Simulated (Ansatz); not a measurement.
# C (Fd-3m) in Ansatz: notebook, part 2 of 2

Ansatz 0.2.0. The steps go on from the part before.

**3. Single point, r2SCAN, 5.33 Å³/atom (volume scaled by 0.94)**

Input file input.yaml:

```yaml
crystal:
  lattice:
    - [0.0, 1.7469644787, 1.7469644787]
    - [1.7469644787, 0.0, 1.7469644787]
    - [1.7469644787, 1.7469644787, 0.0]
  atoms:
    - { symbol: C, position: [0.75, 0.75, 0.75] }
    - { symbol: C, position: [0.5, 0.5, 0.5] }
hamiltonian:
  xc: r2scan
  pseudopotentials: { kind: paw }
kpoints:
  mp_grid: { grid: [13, 13, 13] }
scf:
  occupations: { method: fermi_dirac, width: 0.05 }
output:
  forces: true
  stress: true
  eigenvalues: true
```

Potentials or basis: Ansatz PAW.

Command:

```console
$ ansatz run input.yaml --threads 2 --pin off --max-ram 5120MiB --backend cpu --events-out ev --progress --plain --runs-dir out
```

Standard output:

```text
Warning: RAYON_NUM_THREADS=2 ignored (pool sized by the plan → 2); use --threads N
Engine: ansatz 0.2.0, x86_64-unknown-linux-gnu
Pseudopotentials: kind: paw
Pseudopotential: C, paw, valence charge 4, recommended cutoff 500 eV (meta_gga), C.paw.azcp
Functional definition: r2SCAN
  parameter k0 = 0.174
  parameter k1 = 0.065
  parameter a1 = 4.9479
  exchange = r2scan_x(k0 = k0, k1 = k1, a1 = a1)
  correlation = r2scan_c
Crystal: 2 atoms, lattice volume = 10.663 Å³
Basis set: ecut = 500 eV, 283 PW (Γ), exchange–correlation on 80×80×80 points (64 copies of the dense FFT grid, shifted against one another)
Bands: 8, of which v1, the nominal top of the filled ones, is band 4 counted from 1 (3 counted from 0)
Symmetry: 48 space group operations
Space group: Fd-3m (ITA 227), of the structure as read, at distance tolerance 2.2e-5 Å
k-points: 84 of 2197
Non-local potential: C, projectors of the file, l = 0: 2, l = 1: 2, l = 2: 1
PAW form: soft (Blöchl's): semilocal exchange-correlation on the pseudo side does not see the compensation charge
PAW frozen core: C, regenerated for the run's functional (the file was generated under x = pbe(κ = 0.804, μ = 0.2195149727645171), c = pbe(β = 0.06672455060314922))
PAW one-centre angular grid: C, 302 points (default); XC on 239 of its mesh's 2573 points in the sphere
Initial density: superposition of atomic densities (neutral atoms: chi_scale 0, normalization atom), corrected by the library's trained network
Initial wavefunctions: pseudopotential atomic-orbital guess
Functional: x = r2scan, c = r2scan; τ floored in thin density (d = 2e-4 eV/Å³)
SCF iter   1: F=—  HF=-502.998046 eV  |F-HF|=—  |Δ(HF+E_count)|=         —  Δρ=9.35e-3  dr2=2.80e-3  dr2_τ=4.55e-1  ethr=1.77e-3  ⟨swp⟩=5.1  Hψ=4531  notcnv=0
preconditioner: auto → none  [insulator: Δε(μ)=4.432 eV  Ē_g=21.737 eV  σ=0.050 eV  W_gap=1.00  n_scr=0 (ndim 8)  ℏωp=32.2 eV  f_vac=0.000  D(μ)=0.00/eV (n_scr^D=0)  ε∞_Penn≈3.2]
SCF iter   2: F=—  HF=-503.059309 eV  |F-HF|=—  |Δ(HF+E_count)|=   6.13e-2  Δρ=5.86e-3  dr2=1.03e-3  dr2_τ=6.88e-5  ethr=3.50e-5  ⟨swp⟩=2.0  Hψ=2016  notcnv=0
SCF iter   3: F=—  HF=-503.059351 eV  |F-HF|=—  |Δ(HF+E_count)|=   4.26e-5  Δρ=1.43e-3  dr2=6.57e-5  dr2_τ=1.33e-5  ethr=1.29e-5  ⟨swp⟩=2.0  Hψ=975  notcnv=0
SCF iter   4: F=—  HF=-503.059372 eV  |F-HF|=—  |Δ(HF+E_count)|=   2.09e-5  Δρ=2.17e-4  dr2=1.41e-6  dr2_τ=1.12e-7  ethr=8.21e-7  ⟨swp⟩=1.9  Hψ=926  notcnv=0
iter 5 did not close the SCF: its close was put off for the readings that it lacked (scf_convergence_deferred on its scf_iter line)
SCF iter   5: F=-503.059373 eV  HF=-503.059373 eV  |F-HF|=2.74e-8  |Δ(HF+E_count)|=   1.12e-6  Δρ=4.05e-5  dr2=5.20e-8  dr2_τ=6.18e-9  ethr=1.77e-8  ⟨swp⟩=2.0  Hψ=1006  notcnv=0
SCF iter   6: F=-503.059373 eV  HF=-503.059373 eV  |F-HF|=2.43e-11  |Δ(HF+E_count)|=   3.10e-8  Δρ=8.99e-7  dr2=1.96e-11  dr2_τ=5.65e-12  ethr=6.50e-10  ⟨swp⟩=2.5  Hψ=2672  notcnv=0
SCF 1 converged in 6 iterations: F = -503.059373 eV  dr2 = 1.96e-11
SCF converged after 6 iterations
Free energy (F): -503.059373 eV
Harris-Foulkes:  -503.059373 eV  (|F-HF|=2.43e-11)
Internal energy: -503.059373 eV  (E = F + TS)
E sigma→0 (E₀):  -503.059373 eV
Fermi energy:    16.667404 eV
--- Per-component energies (eV) ---
  E_band       = 36.224584
  E_kinetic    = 188.609095
  E_local      = -116.767730  (includes V_loc(G=0)·N_el)
  E_nonlocal   = 53.342295
  E_hartree    = 25.866874
  E_xc         = -97.023763
  E_vxc        = -134.139297  (∫ρ·V_xc dr)
  E_paw        = -201.823970  (= ΣΔE_a)
  E_vpaw       = -13.624364  (= ΣTr[D̂ρ^β])
  E_aug_tail   = 0.000009  (compensation charges beyond the density's cutoff)
  E_vtau       = 7.070849  (kinetic-family band-sum trace: ∫τ·v_τ [+ j·A + Jᵃ·Aᵃ] dr)
  E_ewald      = -355.212636
  E_core_change = -0.049547  (= ΣΔE_core)
  E_smearing   = -0.000000  (= −TS)
  E_closure    = 0.000000  (closes the sum)
  Σ components = -503.059373   (vs F -503.059373, Δ=0.00e0)
--- Forces (eV/Å), atoms counted from 1 ---
  atom   1  C     -0.00000000     0.00000000    -0.00000000
  atom   2  C      0.00000000     0.00000000     0.00000000
  max |Σ_I F_I| component: 3.70e-17 eV/Å
--- Stress (GPa, compression-positive) ---
       28.195330       0.000000       0.000000
        0.000000      28.195330      -0.000000
        0.000000      -0.000000      28.195330
  P = ⅓ Tr σ = 28.1953 GPa (281.953 kbar)
--- Band table (eV; the first three rows and the last of 84) ---
  k-point 0: bands = ["-9.1107", "14.4346", "14.4346", "14.4346", "20.4904", "20.4904", "20.4904", "29.7131"]
  k-point 1: bands = ["-8.9323", "13.2387", "14.1176", "14.1176", "20.9061", "20.9061", "21.2283", "29.8473"]
  k-point 2: bands = ["-8.3990", "10.7216", "13.4079", "13.4079", "21.8401", "21.8401", "22.4393", "30.2306"]
  k-point 83: bands = ["0.3968", "1.9854", "4.8237", "5.8942", "25.5164", "25.6927", "27.9367", "29.3505"]
```

Run time: 0.77 s. Hardware: 2 threads of AMD EPYC 7B13 (Zen 3), shared host; peak memory 0.34 GiB.

What came out:

* Free energy: -503.0594 eV
* Pressure: 28.2 GPa
* Band gap on the k mesh: 4.51 eV, indirect (least direct gap 6.06 eV)

Caveat: odd divisions of the mesh miss points on the zone boundary, where band edges often lie, so the gap on the mesh can be too wide; the PAW data sets come from PBE, with cores solved anew for the run's functional, which leaves a small shift of forces and pressure.

**4. Single point, r2SCAN, 5.44 Å³/atom (volume scaled by 0.96)**

input.yaml, as its differences from that of step 3:

```diff
@@ -2,5 +2,5 @@
   lattice:
-    - [0.0, 1.7469644787, 1.7469644787]
-    - [1.7469644787, 0.0, 1.7469644787]
-    - [1.7469644787, 1.7469644787, 0.0]
+    - [0.0, 1.7592674508, 1.7592674508]
+    - [1.7592674508, 0.0, 1.7592674508]
+    - [1.7592674508, 1.7592674508, 0.0]
   atoms:
@@ -19 +19,5 @@
   eigenvalues: true
+  write_density: true
+  write_potential: true
+  elf: true
+  volumetric_format: npy
```

Command:

```console
$ ansatz run input.yaml --threads 2 --pin off --max-ram 5120MiB --backend cpu --events-out ev --progress --plain --runs-dir out
```

Run time: 0.87 s. Hardware: 2 threads of AMD EPYC 7B13 (Zen 3), shared host; peak memory 0.36 GiB.

The run converged. Its results:

```
Free energy            : -503.0913 eV
Pressure               : 17.0 GPa
Band gap on the k mesh : 4.46 eV, indirect (least direct gap 6.00 eV)
```

Caveat: odd divisions of the mesh miss points on the zone boundary, where band edges often lie, so the gap on the mesh can be too wide; the PAW data sets come from PBE, with cores solved anew for the run's functional, which leaves a small shift of forces and pressure.

**5. Single point, r2SCAN, 5.56 Å³/atom (volume scaled by 0.98)**

Input file input.yaml:

```yaml
crystal:
  lattice:
    - [0.0, 1.7714007132, 1.7714007132]
    - [1.7714007132, 0.0, 1.7714007132]
    - [1.7714007132, 1.7714007132, 0.0]
  atoms:
    - { symbol: C, position: [0.75, 0.75, 0.75] }
    - { symbol: C, position: [0.5, 0.5, 0.5] }
hamiltonian:
  xc: r2scan
  pseudopotentials: { kind: paw }
kpoints:
  mp_grid: { grid: [13, 13, 13] }
scf:
  occupations: { method: fermi_dirac, width: 0.05 }
output:
  forces: true
  stress: true
  eigenvalues: true
```

Command:

```console
$ ansatz run input.yaml --threads 2 --pin off --max-ram 5120MiB --backend cpu --events-out ev --progress --plain --runs-dir out
```

Run time: 0.76 s. Hardware: 2 threads of AMD EPYC 7B13 (Zen 3), shared host; peak memory 0.35 GiB.

Results (log left out):

- Free energy: -503.1080 eV
- Pressure: 6.8 GPa
- Band gap on the k mesh: 4.41 eV, indirect (least direct gap 5.94 eV)

Caveat: odd divisions of the mesh miss points on the zone boundary, where band edges often lie, so the gap on the mesh can be too wide; the PAW data sets come from PBE, with cores solved anew for the run's functional, which leaves a small shift of forces and pressure.

**6. Single point, r2SCAN, 5.67 Å³/atom**

input.yaml, as its differences from that of step 5:

```diff
@@ -2,5 +2,5 @@
   lattice:
-    - [0.0, 1.7714007132, 1.7714007132]
-    - [1.7714007132, 0.0, 1.7714007132]
-    - [1.7714007132, 1.7714007132, 0.0]
+    - [0.0, 1.78337, 1.78337]
+    - [1.78337, 0.0, 1.78337]
+    - [1.78337, 1.78337, 0.0]
   atoms:
```

Potentials or basis: Ansatz PAW.

Command:

```console
$ ansatz run input.yaml --threads 2 --pin off --max-ram 5120MiB --backend cpu --events-out ev --progress --plain --runs-dir out
```

Wall time 0.71 s (2 threads of AMD EPYC 7B13 (Zen 3), shared host); peak memory 0.35 GiB.

Results (log left out):

```
Free energy            : -503.1111 eV
Pressure               : -2.4 GPa
Band gap on the k mesh : 4.36 eV, indirect (least direct gap 5.88 eV)
```

Caveat: odd divisions of the mesh miss points on the zone boundary, where band edges often lie, so the gap on the mesh can be too wide; the PAW data sets come from PBE, with cores solved anew for the run's functional, which leaves a small shift of forces and pressure.

**7. Single point, r2SCAN, 5.79 Å³/atom (volume scaled by 1.02)**

input.yaml, as its differences from that of step 6:

```diff
@@ -2,5 +2,5 @@
   lattice:
-    - [0.0, 1.78337, 1.78337]
-    - [1.78337, 0.0, 1.78337]
-    - [1.78337, 1.78337, 0.0]
+    - [0.0, 1.7951807415, 1.7951807415]
+    - [1.7951807415, 0.0, 1.7951807415]
+    - [1.7951807415, 1.7951807415, 0.0]
   atoms:
```

Command:

```console
$ ansatz run input.yaml --threads 2 --pin off --max-ram 5120MiB --backend cpu --events-out ev --progress --plain --runs-dir out
```

Wall time 0.83 s (2 threads of AMD EPYC 7B13 (Zen 3), shared host); peak memory 0.36 GiB.

It converged, with:

```yaml
Free_energy: -503.1016 eV
Pressure: -10.9 GPa
Band_gap_on_the_k_mesh: 4.32 eV, indirect (least direct gap 5.82 eV)
```

Caveat: odd divisions of the mesh miss points on the zone boundary, where band edges often lie, so the gap on the mesh can be too wide; the PAW data sets come from PBE, with cores solved anew for the run's functional, which leaves a small shift of forces and pressure.

**8. Single point, r2SCAN, 5.90 Å³/atom (volume scaled by 1.04)**

input.yaml, as its differences from that of step 7:

```diff
@@ -2,5 +2,5 @@
   lattice:
-    - [0.0, 1.7951807415, 1.7951807415]
-    - [1.7951807415, 0.0, 1.7951807415]
-    - [1.7951807415, 1.7951807415, 0.0]
+    - [0.0, 1.806838086, 1.806838086]
+    - [1.806838086, 0.0, 1.806838086]
+    - [1.806838086, 1.806838086, 0.0]
   atoms:
```

Command:

```console
$ ansatz run input.yaml --threads 2 --pin off --max-ram 5120MiB --backend cpu --events-out ev --progress --plain --runs-dir out
```

It took 0.8 s on 2 threads of AMD EPYC 7B13 (Zen 3), shared host; peak memory 0.34 GiB.

Results (log left out):

| Property | Result |
| --- | --- |
| Free energy | -503.0807 eV |
| Pressure | -18.5 GPa |
| Band gap on the k mesh | 4.27 eV, indirect (least direct gap 5.77 eV) |

Caveat: odd divisions of the mesh miss points on the zone boundary, where band edges often lie, so the gap on the mesh can be too wide; the PAW data sets come from PBE, with cores solved anew for the run's functional, which leaves a small shift of forces and pressure.

**9. Single point, r2SCAN, 6.01 Å³/atom (volume scaled by 1.06)**

input.yaml, as its differences from that of step 8:

```diff
@@ -2,5 +2,5 @@
   lattice:
-    - [0.0, 1.806838086, 1.806838086]
-    - [1.806838086, 0.0, 1.806838086]
-    - [1.806838086, 1.806838086, 0.0]
+    - [0.0, 1.8183469191, 1.8183469191]
+    - [1.8183469191, 0.0, 1.8183469191]
+    - [1.8183469191, 1.8183469191, 0.0]
   atoms:
```

Potentials or basis: Ansatz PAW.

Command:

```console
$ ansatz run input.yaml --threads 2 --pin off --max-ram 5120MiB --backend cpu --events-out ev --progress --plain --runs-dir out
```

Wall time 0.77 s (2 threads of AMD EPYC 7B13 (Zen 3), shared host); peak memory 0.35 GiB.

It converged, with:

```yaml
Free_energy: -503.0494 eV
Pressure: -25.5 GPa
Band_gap_on_the_k_mesh: 4.23 eV, indirect (least direct gap 5.72 eV)
```

Caveat: odd divisions of the mesh miss points on the zone boundary, where band edges often lie, so the gap on the mesh can be too wide; the PAW data sets come from PBE, with cores solved anew for the run's functional, which leaves a small shift of forces and pressure.

**10. Equation of state, r2SCAN**

No new run: the results of the series are fitted here.

What came out:

| Property | Result |
| --- | --- |
| Equilibrium volume | 5.64 Å³/atom |
| Bulk modulus | 451 GPa |
| Pressure derivative of the bulk modulus | 3.7 |

Energy against volume, from the lowest point:
```csv
volume (Å³/atom),energy (meV/atom)
5.332,25.85
5.445,9.91
5.558,1.51
5.672,0.00
5.785,4.75
5.899,15.19
6.012,30.83
```

Caveat: the PAW data sets were made with another functional, which shifts forces and pressure a little.

**11. How close it comes**

Step 10. A measured bulk modulus of C is 442 GPa (quoted in “Equation of state of cubic boron nitride at high pressures and temperatures”, 2007, arxiv:cond-mat/0702656); the calculated 451 GPa misses it by +1.9 %. 3 values of this kind are on record (442 to 444.8 GPa); this one was drawn at random among those near their median, those with a stated uncertainty first. The fit is for a static lattice scaled at fixed shape and fixed fractional positions. The cell as given is a measured one (5.67 Å³/atom); r2SCAN puts the equilibrium volume -0.5 % from it, thermal expansion not counted.
